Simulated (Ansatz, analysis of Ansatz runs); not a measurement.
# [AlO4]0 centre in alpha-quartz: hyperfine coupling, PBEsol, part 2 of 2

Subject: [AlO4]0 centre in alpha-quartz. Wanted: its hyperfine coupling, in one set-up (PBEsol, 72-site cell, PBEsol lattice, 420 eV, k: the single point 1/4 1/4 1/4 then 2x2x2 shifted 0.5 0.5 0.5, started with the impurity moved along one bond). The model is a cell of 72 host atoms with 1 Si taken out and 1 Al put in. The isotropic coupling follows from the spin density at the nucleus, the nuclear g-factor and the total spin. A local or semilocal functional is the cheapest first rung.

Ansatz 0.2.0; PBEsol, 72-site cell, PBEsol lattice, 420 eV, k: the single point 1/4 1/4 1/4 then 2x2x2 shifted 0.5 0.5 0.5, started with the impurity moved along one bond.

So far: Starting point; Relaxation, charge 0.

## (2) Relaxation, charge 0 (continued)

Level of this step: plane-wave PAW DFT, PBEsol; relaxation of all atoms of a defect supercell (Ansatz).

Relaxation path:

```tsv
step	energy less that of the first step (eV)	largest force component (eV/Å)
1	0.0000	4.7063
2	-0.7000	2.6551
3	-1.1958	0.1921
4	-1.2034	0.1265
5	-1.2080	0.0305
6	-1.2083	0.0133
```

The atoms that moved most (Å, from the sites as typed, ahead of the random displacement):

```tsv
atom	dx	dy	dz	length
O15	0.174	0.036	-0.013	0.178
O9	-0.048	0.165	0.007	0.172
O52	0.103	-0.043	0.058	0.126
O22	-0.089	0.058	-0.052	0.118
O4	-0.035	0.009	-0.110	0.116
O16	0.105	0.022	0.037	0.114
O23	-0.076	0.036	-0.049	0.097
O53	0.065	-0.046	0.046	0.092
```

Neighbours of Al12 at the end:

```tsv
atom	distance (Å)
O9	1.733
O15	1.734
O4	1.742
O16	1.742
Si47	3.126
Si19	3.127
Si11	3.130
Si1	3.131
```

This step gave:

```
free energy                           : -41819.0392 eV
smearing term TS                      : 8.01e-4 eV
total moment                          : 1 μB
integral of the absolute spin density : 1.102 μB
spin contamination                    : 0.001239
```

The relaxation ends 17 meV an atom lower than the displaced start, with a largest force component of 0.013 eV/Å.

## (3) Contact spin densities

The relaxed structure is kept, and the final numbers are taken at the final level and k-points.

This step: plane-wave PAW DFT, PBEsol; single point of a defect supercell.

Input file point/input.yaml:

```yaml
crystal:
  lattice:
    - [9.89538435, 0.0, 0.0]
    - [-4.94769217, 8.56965422, 0.0]
    - [0.0, 0.0, 10.88145158]
  atoms:
    - { symbol: Si, position: [0.232422181, -0.001045917, 0.330704505] }
    - { symbol: Si, position: [0.001828158, 0.235447961, 0.167463481] }
[... 1 atom line left out ...]
    - { symbol: O, position: [0.203181221, 0.134435001, 0.382641315] }
[... 3 atom lines left out ...]
    - { symbol: O, position: [0.071403712, 0.368635409, 0.273257008] }
    - { symbol: O, position: [0.298447945, 0.446413172, 0.441244045] }
[... 1 atom line left out ...]
    - { symbol: Si, position: [-0.000588594, 0.233221388, 0.669603705] }
    - { symbol: Al, position: [0.272402435, 0.272258822, 0.500262895] }
[... 2 atom lines left out ...]
    - { symbol: O, position: [0.446861352, 0.297875027, 0.558278007] }
    - { symbol: O, position: [0.135626757, 0.204380119, 0.618668384] }
[... 2 atom lines left out ...]
    - { symbol: Si, position: [0.232808259, 0.506260354, 0.331857493] }
[... 7 atom lines left out ...]
    - { symbol: O, position: [0.293810638, 0.9316903, 0.440835175] }
[... 19 atom lines left out ...]
    - { symbol: Si, position: [0.506823783, 0.232714304, 0.667909903] }
[... 3 atom lines left out ...]
    - { symbol: O, position: [0.932664838, 0.294030018, 0.558713277] }
[... 20 atom lines left out ...]
    - { symbol: O, position: [0.791074297, 0.923669768, 0.938886101] }
basis:
  ecutwfc: 420
  xc_grid: 2
hamiltonian:
  xc: pbesol
kpoints:
  mp_grid: { grid: [2, 2, 2], shift: [0.5, 0.5, 0.5] }
magnetization:
  spin_polarized: true
  initial_magnetization: 1
  spin_locking: { lock_magnetization: hard }
scf:
  occupations: { method: fermi_dirac, width: 0.01 }
  max_iter: 120
output:
  forces: true
  efg: {}
  eigenvalues: true
checkpoint:
  read: "../relax.run"
```

Command:

```bash
$ ansatz run input.yaml --threads 2 --pin off --max-ram 3768MiB --backend cpu --events-out ev --progress --plain --runs-dir out
```

Numbers of over 12 decimals in the logs are rounded to 6 here.

What it wrote:

```text
[...]
Crystal: 72 atoms, lattice volume = 922.747 Å³
Basis set: ecut = 420 eV, 18049 PW (Γ), exchange–correlation on 144×144×150 points (8 copies of the dense FFT grid, shifted against one another)
Bands: 264, of which v1, the nominal top of the filled ones, is band 192 counted from 1 (191 counted from 0)
Symmetry: 1 space group operations
[...]
k-points: 4 of 8 (time reversal used)
[...]
Stability of the state it starts from, as read at its close in the collinear treatment: not read negative (Ritz values of 1 − χ₀K, real part plus size of imaginary part, from 1.0 to 1.3, by its mixing steps under no symmetry); [...]
Starting moments: Σ|m| = 1 μB on 72 of 72 sites; this step starts from the density that it was given
[...]
iter 1 solved again at ethr=6.77e-7 eV; its pass at ethr=3.10e-3 eV (dr2=2.59e-3 eV) is discarded
[...]
atom  11  Si V_zz =    -1.369073   η = 0.3150   by run symmetry: allowed
[...]
atom  12  Al V_zz =    -0.608104   η = 0.4524   by run symmetry: allowed
[...]
atom  15  O  V_zz =    -4.860627   η = 0.9602   by run symmetry: allowed
[...]
atom  16  O  V_zz =    -5.805129   η = 0.4645   by run symmetry: allowed
[...]
atom  19  Si V_zz =    -1.349024   η = 0.7233   by run symmetry: allowed
[...]
atom  47  Si V_zz =    -1.351453   η = 0.7500   by run symmetry: allowed
[...]
atom  51  O  V_zz =    +8.868338   η = 0.1697   by run symmetry: allowed
[...]
--- Band table (eV; the first three rows and the last of 8) ---
[...]
[... further k-points left out ...]
[key lines of the parts left out:]
SCF converged after 13 iterations
Magnetization: 1.0000 μB (192.0000 up, 191.0000 down)
Free energy (F): -41819.026826 eV
Fermi energy:    2.366047 (↑ 5.300425, ↓ 2.366046) eV
```

Run time: 2.4 min. Hardware: 2 threads of Intel Xeon Platinum 8559C (Emerald Rapids), shared host; peak memory 3.3 GiB; 4.7 min of CPU time.

Numbers from this step:

- free energy: -41819.0268 eV
- smearing term TS: 9.85e-4 eV
- total moment: 1 μB
- integral of the absolute spin density: 1.100 μB
- spin contamination: 0.001237

The largest moments in the atoms' spheres: O4 0.14, O16 0.14, O9 0.11, O15 0.10, O5 0.03, O17 0.03 μB.

Contact couplings A = (2/3) μ0 ge μB gN μN ρs / (2S h), for each element's most abundant magnetic isotope:

```tsv
atom	isotope	distance from the centre (Å)	contact spin density (e/Å³)	A (MHz)
Al12	27Al	0.07	-0.131	-22.6
Si1	29Si	3.10	-0.0739	9.7
Si11	29Si	3.10	-0.0731	9.6
Si19	29Si	3.15	-0.0630	8.3
Si47	29Si	3.15	-0.0625	8.2
O4	17O	1.70	0.0586	-5.3
O16	17O	1.70	0.0582	-5.2
O9	17O	1.77	0.0389	-3.5
O15	17O	1.78	0.0384	-3.5
O50	17O	4.26	0.0222	-2.0
```

## (4) What came out

* 17O that bears the hole, isotropic: -5.2 MHz
* 27Al, isotropic: -22.6 MHz
* integral of the absolute spin density: 1.10 μB
* time of the whole chain: 5.5 min on 2 threads

17O that bears the hole, isotropic: computed -5.2 MHz, measured -72.86 MHz; 67.6 MHz (93 %) smaller in size than the measurement. 27Al, isotropic: computed -22.6 MHz, measured -16.25 MHz; 6.3 MHz (39 %) larger in size than the measurement. The spin is not held on one site here (at most 0.14 μB on an atom), so the state computed is not the localised centre that was measured. Semilocal functionals spread the hole over several oxygen atoms through their self-interaction error; enough exact exchange holds it on one. Only the isotropic (Fermi contact) part is computed, with core polarisation; no vibrational averaging.

[Logs are printed without paths, hosts, clocks, repeated set-up lines and the standing remarks that a program may print on its own settings, such as how far it seeks lower states.]

[Hosts, paths, dates, database ids (printed as entryN), source tags and the programs' standing remarks are cut or masked in the printed files.]

[For some hosts the program warned that the k-mesh of the response run may be too coarse for force constants and the static dielectric constant; such warnings are not shown here.]
